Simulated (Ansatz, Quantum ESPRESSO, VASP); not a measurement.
**One calculation of Zr, 3 ways**

```
Zr
1.0
     3.62000    0.00000    0.00000
     0.00000    3.62000    0.00000
     0.00000    0.00000   25.86000
Zr
7
Direct
  0.50000 0.50000 0.29002
  0.00000 0.00000 0.36002
  0.50000 0.50000 0.43001
  0.00000 0.00000 0.50000
  0.50000 0.50000 0.56999
  0.00000 0.00000 0.63998
  0.50000 0.50000 0.70998
```

Alike in all runs: functional PBE; k mesh 7 × 7 × 1; occupations fermi-dirac, width 0.05 eV; no spin polarisation; no spin-orbit coupling.

| program and potentials | plane-wave cutoff (eV) | notes | largest force (eV/Å) |
| --- | --- | --- | --- |
| Ansatz, Ansatz PAW | 420 | - | 0.667 |
| VASP, PBE PAW files Zr_sv, 520 eV | 520 | - | 0.664 |
| Quantum ESPRESSO, PseudoDojo 0.4.1 SR PBE standard | 898 | - | 0.661 |

Force on atom 1 (Zr), eV/Å:

```csv
program and potentials,x,y,z
"Ansatz, Ansatz PAW",0.000,0.000,0.667
"VASP, PBE PAW files Zr_sv, 520 eV",0.000,0.000,0.664
"Quantum ESPRESSO, PseudoDojo 0.4.1 SR PBE standard",0.000,0.000,0.661
```

The atoms of the given cell lie far from their minimum at this level.

Differences between rows come from potentials, basis sets and numerical settings, since the functional is the same but for its coding. Runs on potential files found faulty are left out.

The cell is a bulk-terminated bcc (001) slab, and the force on its lower surface atom points along +z, into the metal. All three calculations therefore favour an initial inward movement of the outermost layer, with forces between 0.661 and 0.667 eV/Å. The close agreement suggests that this pull belongs to the truncated surface rather than to a particular potential.

The likely cause is the loss of neighbours on the open (001) face. Charge that took part in the missing bonds redistributes, smoothing the electron density at the surface and strengthening the back bonds through the partly filled Zr 4d states. Such contraction of the first interlayer spacing is common on open transition-metal surfaces.

The vanishing lateral components follow from the fourfold symmetry of the site and would vanish equally at a saddle point. Since bcc Zr is a high-temperature phase that owes its stability largely to vibrational entropy, they are no evidence that the square surface would withstand a symmetry-breaking shear or reconstruction.
